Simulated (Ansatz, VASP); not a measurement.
## SiC: VASP beside Ansatz

The input INCAR:

```
SYSTEM = SiC
ALGO = Normal
EDIFF = 1E-6
ENCUT = 520
ISIF = 2
ISMEAR = 0
LASPH = .TRUE.
LCHARG = .TRUE.
LELF = .TRUE.
LREAL = .FALSE.
LVHAR = .TRUE.
LWAVE = .FALSE.
NBANDS = 11
NELM = 80
PREC = Accurate
SIGMA = 0.01
```

File KPOINTS:

```
k-points
0
G
  8 8 8
  0 0 0
```

Contents of POSCAR:

```
SiC
1.0
    0.0000000000      2.1644853731      2.1644853731
    2.1644853731      0.0000000000      2.1644853731
    2.1644853731      2.1644853731      0.0000000000
Si C
1 1
Direct
    0.0023100179      0.0023100179      0.0023100179
    0.7500000000      0.7500000000      0.7500000000
```

Input for Ansatz:

```yaml
crystal:
  lattice:
    - [0.0, 2.16448537307, 2.16448537307]
    - [2.16448537307, 0.0, 2.16448537307]
    - [2.16448537307, 2.16448537307, 0.0]
  atoms:
    - { symbol: Si, position: [0.00231001792, 0.00231001792, 0.00231001792] }
    - { symbol: C, position: [0.75, 0.75, 0.75] }
kpoints:
  mp_grid: { grid: [8, 8, 8] }
scf:
  occupations: { method: fixed }
  convergence: { dr2_threshold: 1.0e-10 }
hamiltonian:
  xc: lda
  pseudopotentials: { kind: all_electron, lapw: { basis_error: 0.0005 } }
output:
  forces: true
  stress: true
  eigenstates:
    kpoints:
      - [0.0, 0.0, 0.0]
      - [0.0, -0.5, -0.5]
      - [-0.5, 0.0, -0.5]
      - [-0.5, -0.5, 0.0]
      - [0.0, 0.5, 0.0]
      - [0.5, 0.0, 0.0]
      - [0.0, 0.0, 0.5]
      - [0.5, 0.5, 0.5]
  eigenvalues: true
```

Change from the starting cell: atom 1 moved by [0.01, 0.01, 0.01] A.

Alike in both runs: task single point; functional LDA; k mesh 8 × 8 × 8; no spin polarisation.

|  | VASP | Ansatz |
| --- | --- | --- |
| version | VASP 6.6.1 | Ansatz 0.2.0 |
| potentials or method | VASP PAW LDA potentials, release 64 (Si, C) | all-electron LAPW, scalar-relativistic |
| plane-wave cutoff (eV) | 520 | see its input |
| occupations | gaussian, width 0.01 eV | fixed |

VASP gave:

| Quantity | Value |
| --- | --- |
| gap on the k mesh at the Fermi level (eV) | 1.19 |
| pressure (GPa) | 0.5 |
| largest component of the traceless stress (GPa) | 0.66 |
| rms of the force components (eV/Å) | 0.190 |

Problem. What did Ansatz give for the same quantities?

Solution. gap on the k mesh at the Fermi level (eV): 1.20; pressure (GPa): 0.0; largest component of the traceless stress (GPa): 0.65; rms of the force components (eV/Å): 0.190.

Atom by atom the forces differ by 0.000 eV/Å (rms over components). Ansatz ran all-electron here, so the differences hold the error of VASP's frozen core and of both bases.

A k mesh can miss the band edges.
